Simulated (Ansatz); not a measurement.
Si$_{7}$Ge: an elastic constant from a strain scan

All numbers below come from DFT r2SCAN, scalar-relativistic, plane waves, PAW in Ansatz 0.2.0. The runs took a 500 eV cutoff, a Γ-centred 6×6×6 mesh and Gaussian smearing (0.05 eV). No spin polarisation. Energies are free energies at this smearing, counted from the undisturbed cell; pressure is positive in compression.

Zero of the scan (relaxed at this level; it needn't be the usual structure):

```yaml
crystal:
  lattice:
    - [5.46797, 0.00000, 0.00000]
    - [0.00000, 5.46797, 0.00000]
    - [0.00000, 0.00000, 5.46797]
  atoms:
    - { symbol: Si, position: [0.25243, 0.25243, 0.25243] }
    - { symbol: Si, position: [0.00000, 0.50000, 0.50000] }
    - { symbol: Si, position: [0.50000, 0.50000, 0.00000] }
    - { symbol: Si, position: [0.50000, 0.00000, 0.50000] }
    - { symbol: Si, position: [0.74757, 0.25243, 0.74757] }
    - { symbol: Si, position: [0.74757, 0.74757, 0.25243] }
    - { symbol: Si, position: [0.25243, 0.74757, 0.74757] }
    - { symbol: Ge, position: [0.00000, 0.00000, 0.00000] }
```

The cell is strained by ε times the Voigt pattern (0, 1, 0, 0, 0, 0) (xx, yy, zz, yz, xz, xy; engineering shear) with fractional coordinates fixed. The cell holds 8 atoms in V0 = 163.49 Å³. The stress column is τ = (1/V0) dE/dε, got from the stress tensor σ (compression positive) at each point as −det(1 + εP) σ : P(1 + εP)⁻¹, with P the pattern as a tensor.

```csv
ε,ΔE (meV/atom),τ (GPa)
-0.1000,109.461,-17.242
-0.0750,61.201,-12.959
-0.0500,27.011,-8.549
-0.0250,6.701,-4.207
0.0000,0.000,-0.028
0.0250,6.309,3.949
0.0500,24.952,7.706
0.0750,55.200,11.225
0.0875,74.434,12.892
0.1000,?,?
```

Q: Which combination of elastic constants does this scan measure, and how large is it?

A: For small ε, τ = τ0 + Kε with K = pᵀCp, which for this pattern is C11 in the cubic axes. The parabola through τ at ε = -0.0250, 0 and 0.0250 has slope K = 163 GPa at zero. The energies per cell, E = NΔE, of the same two points give K = 2[E(ε₊)/ε₊ − E(ε₋)/ε₋]/[(ε₊ − ε₋)V0] = 163 GPa, in agreement. These are clamped-ion values.

Q: Predict the withheld row at ε = 0.1000 from the harmonic law, and compare.

A: ΔE = V0(τ0 ε + Kε²/2)/N = 103.674 meV/atom and τ = 16.28 GPa. The calculation gives 96.274 meV/atom and 14.49 GPa: the energy lies 7 % below the harmonic value, as bonds soften when stretched.

Forces appear on the atoms along this scan, and letting them relax would lower the energy and soften the response. The gap closes along the scan, which can put kinks into the curve.